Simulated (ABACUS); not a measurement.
Ge: equation of state with PBEsol

**The experiment to reproduce.**

“Sub-monolayer structures of Ag overlayers on Ge(111): experimental observations and first-principles study”, 2019, arxiv:1908.00180 quotes, for a bulk crystal of Ge: bulk modulus 75.8 GPa.

Crystal: Ge.

```
Ge
1.0
     0.00000    2.82891    2.82891
     2.82891    0.00000    2.82891
     2.82891    2.82891    0.00000
Ge
2
Direct
  0.75000 0.75000 0.75000
  0.50000 0.50000 0.50000
```

| Quantity | Value |
| --- | --- |
| Program | ABACUS 3.10.1 |
| Task | equation of state |
| Functional | PBEsol |
| Potentials or basis | PseudoDojo NC SR 0.4.1 PBE standard |
| Cutoff | 1361 eV |
| Density cutoff | 5442 eV |
| Basis | DZP LCAO (the cutoffs set its grid) |
| k mesh | 7 × 7 × 7 |
| Occupations | fermi-dirac, width 0.05 eV |
| Spin | no spin polarisation |
| Orbital files | Ge Ge_confined-atom_7au_2s2p2d.orb |
| Radial cutoff of the potentials (pseudo_rcut) | 10 bohr |
| SCF threshold on the density | 1e-07 |
| Max SCF steps | 100 |
| Eigensolver | genelpa |
| Mixing | broyden |
| Mixing share | 0.7 |
| Symmetry key | 1 |
| Bands | 18 |

```json
{"Equilibrium volume": "23.16 Å³/atom", "Bulk modulus": "66 GPa", "Pressure derivative of the bulk modulus": "5.5 (rough: it moves with the points fitted)"}
```

Energy against volume, from the lowest point:
| volume (Å³/atom) | energy (meV/atom) |
| --- | --- |
| 21.281 | 37.51 |
| 22.186 | 9.19 |
| 23.092 | 0.00 |
| 23.997 | 5.66 |

All runs of the series together: 18 s on 4 threads of Intel(R) Xeon(R) Platinum 8259CL CPU @ 2.50GHz (Skylake/Cascade Lake), on a shared host.

Measured bulk modulus of Ge: 75.8 GPa (quoted in “Sub-monolayer structures of Ag overlayers on Ge(111): experimental observations and first-principles study”, 2019, arxiv:1908.00180). This calculation gives 66 GPa (-13.5 %). The fit is for a static lattice scaled at fixed shape and fixed fractional positions.

Caveat: the atomic orbitals were generated for these runs and aren't a published set; the potentials were made for another functional, which shifts forces and pressure; the basis of atomic orbitals isn't converged, which shifts pressures, moduli and gaps.
